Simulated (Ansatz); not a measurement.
Crystal: AlFe.

```
Fe Al
1.0
     2.91000    0.00000    0.00000
     0.00000    2.91000    0.00000
     0.00000    0.00000    2.91000
Fe Al
1 1
Direct
  0.50000 0.50000 0.50000
  0.00000 0.00000 0.00000
```

Base run:

```yaml
Program: Ansatz 0.2.0
Functional: PBEsol
Potentials_or_basis: all-electron LAPW, scalar-relativistic
Cutoff: 247 eV
Density_cutoff: 989 eV
Basis_error_allowed: 0.001 eV/atom
k_mesh: 9 × 9 × 9
Occupations: fermi-dirac, width 0.05 eV
Spin: collinear spin, ferromagnetic start
Starting_moments: "[3.0, 0.0] μB"
```

Its results: pressure -11.3 GPa; net moment 0.66 μB per cell; site moments Fe +0.72; Al -0.03 μB.

**Question.** The run is repeated on the same cell with these changes: functional from PBEsol to PBE. What comes out?

**Answer.** Pressure -6.2 GPa; net moment 0.66 μB per cell; site moments Fe +0.72; Al -0.03 μB.

PBE binds less tightly than PBEsol, so the same cell stands under more pressure.

Not every run made on this cell is shown here.
